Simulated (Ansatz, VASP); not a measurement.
## BN: VASP beside Ansatz

```
B N
1.0
     2.55458    0.00000    0.00000
    -1.27729    2.21233    0.00000
     0.00000    0.00000    4.22451
B N
2 2
Cartesian
  1.2773 0.7374 4.2237
  0.0000 1.4749 2.1114
  1.2773 0.9492 2.7172
  0.0000 1.6866 0.6049
```

Change from the starting cell: all N atoms moved -0.225 Å, as atom 3 towards its neighbour atom 2 (B) at 1.567 Å.

Alike in both runs: task single point; functional PBE; k mesh 12 × 12 × 6; occupations gaussian, width 0.05 eV; no spin polarisation.

|  | VASP | Ansatz |
| --- | --- | --- |
| version | VASP 6.6.1 | Ansatz 0.2.0 |
| potentials or method | VASP PAW PBE potentials, release 64 (B, N) | scalar-relativistic, plane waves, PAW |
| plane-wave cutoff (eV) | 520 | 420 |
| valence electrons in the cell | 16 | 16 |

Ansatz gave:

```
gap on the k mesh at the Fermi level (eV)       : 3.10
least direct gap on the mesh (eV)               : 6.43
pressure (GPa)                                  : 11.8
largest component of the traceless stress (GPa) : 10.71
rms of the force components (eV/Å)              : 2.574
```

Task: Which values does VASP return?

Result: gap on the k mesh at the Fermi level (eV): 3.08; least direct gap on the mesh (eV): 6.42; pressure (GPa): 12.0; largest component of the traceless stress (GPa): 10.61; rms of the force components (eV/Å): 2.580.

Atom by atom the forces differ by 0.006 eV/Å (rms over components). The functional is the same, so the differences come from potentials, cutoffs and numerics.

Caveats: forces of over 1 eV/Å show positions far from the minimum, so gaps and moduli don't describe the material at rest. A k mesh can miss the band edges.
